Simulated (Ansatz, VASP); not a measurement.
## I in VASP and in Ansatz

Contents of INCAR:

```
ALGO = Normal
EDIFF = 1E-6
ENCUT = 520
GGA = PE
ISIF = 2
ISMEAR = -1
LASPH = True
LCHARG = False
LREAL = False
LWAVE = False
NBANDS = 14
NELM = 60
PREC = Accurate
SIGMA = 0.1
```

The input KPOINTS:

```
k-points
0
Gamma
  11 11 11
```

The input POSCAR:

```
I
1.0
    2.1555104350     -1.2444845299      3.5266095477
    0.0000000000      2.4889690598      3.5266095477
   -2.1555104350     -1.2444845299      3.5266095477
I
2
Direct
    0.2500000000      0.2500000000      0.2500000000
   -0.2500000000     -0.2500000000     -0.2500000000
```

Input for Ansatz:

```yaml
crystal:
  lattice:
    - [2.155510435, -1.2444845299, 3.5266095477]
    - [0.0, 2.4889690598, 3.5266095477]
    - [-2.155510435, -1.2444845299, 3.5266095477]
  atoms:
    - { symbol: I, position: [0.25, 0.25, 0.25] }
    - { symbol: I, position: [-0.25, -0.25, -0.25] }
kpoints:
  mp_grid: { grid: [11, 11, 11] }
scf:
  occupations: { method: fermi_dirac, width: 0.1 }
hamiltonian:
  xc: pbe
  pseudopotentials: { kind: paw }
output:
  forces: true
  stress: true
  eigenvalues: true
  populations: true
```

Change from the starting cell: volume scaled by 0.68, PAW files.

Alike in both runs: task single point; functional PBE; k mesh 11 × 11 × 11; occupations fermi-dirac, width 0.1 eV; no spin polarisation.

|  | VASP | Ansatz |
| --- | --- | --- |
| version | VASP 6.6.1 | Ansatz 0.2.0 |
| potentials or method | VASP PAW PBE potentials, release 64 (I) | PAW with Ansatz's default frozen-core files, scalar-relativistic |
| plane-wave cutoff (eV) | 520 | 420 |
| valence electrons in the cell | 14 | 34 |

|  | VASP | Ansatz | Ansatz less VASP |
| --- | --- | --- | --- |
| pressure (GPa) | 23.6 | 23.6 | +0.04 |
| largest component of the traceless stress (GPa) | 0.05 | 0.05 | 0.000 |

The functional is the same, so the differences come from potentials, cutoffs and numerics. The two sets of potentials don't hold the same shells in valence.

Caveats: so large a pressure means that the cell lies far from this level's equilibrium, or that cutoff or potentials fall short (VASP). Spin-orbit coupling is left out, which matters for the levels of I.
